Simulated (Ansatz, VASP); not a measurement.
## GaAs in VASP and in Ansatz

The input INCAR:

```
SYSTEM = GaAs
PREC = Accurate ; ENCUT = 520
EDIFF = 1E-7 ; ISMEAR = -1
SIGMA = 0.02 ; LREAL = .False.
LASPH = .True. ; NELM = 80
ALGO = Normal ; ISIF = 2
LWAVE = .False. ; LCHARG = .True.
GGA = PE ; LELF = .True.
LVHAR = .True. ; NBANDS = 16
```

The input KPOINTS:

```
regular mesh
0
Gamma
  8 8 8
  0 0 0
```

File POSCAR:

```
GaAs
1.0
    0.0000000000      2.8330850794      2.8330850794
    2.8330850794      0.0000000000      2.8330850794
    2.8330850794      2.8330850794      0.0000000000
Ga As
1 1
Direct
    0.0000000000      0.0000000000      0.0000000000
    0.2500000000      0.2500000000      0.2500000000
```

Input for Ansatz:

```yaml
crystal:
  lattice:
    - [0.0, 2.8330850794, 2.8330850794]
    - [2.8330850794, 0.0, 2.8330850794]
    - [2.8330850794, 2.8330850794, 0.0]
  atoms:
    - { symbol: Ga, position: [0.0, 0.0, 0.0] }
    - { symbol: As, position: [0.25, 0.25, 0.25] }
kpoints:
  mp_grid: { grid: [8, 8, 8] }
  band_path:
    path:
      - [[0.0, 0.0, 0.0], [-0.5, -0.5, -7.64934817335e-34], [-0.375, -0.375, 0.25]]
      - [[-0.375, 5.918612365875e-18, 0.375], [0.0, 0.0, 0.0], [1.572557373082e-17, 1.572557373082e-17, 0.5], [-0.5, -0.25, 0.25], [-0.5, -0.5, -7.64934817335e-34]]
    npoints: 10
hamiltonian:
  xc: pbe
scf:
  occupations: { method: fermi_dirac, width: 0.02 }
  n_extra_bands: 4
output:
  forces: true
  stress: true
  eigenvalues: true
  write_density: true
  write_potential: true
  elf: true
  volumetric_format: npy
```

The cell was built by a generator and needn't be a form met in nature.

Alike in both runs: task single point; functional PBE; k mesh 8 × 8 × 8; occupations fermi-dirac, width 0.02 eV; no spin polarisation.

|  | VASP | Ansatz |
| --- | --- | --- |
| version | VASP 6.6.1 | Ansatz 0.2.0 |
| potentials or method | VASP PAW PBE potentials, release 64 (Ga_d, As) | plane waves, PAW |
| plane-wave cutoff (eV) | 520 | 420 |
| valence electrons in the cell | 18 | 28 |

|  | VASP | Ansatz | Ansatz less VASP |
| --- | --- | --- | --- |
| pressure (GPa) | 3.0 | 2.8 | -0.19 |

The functional is the same, so the differences come from potentials, cutoffs and numerics. The two sets of potentials don't hold the same shells in valence.
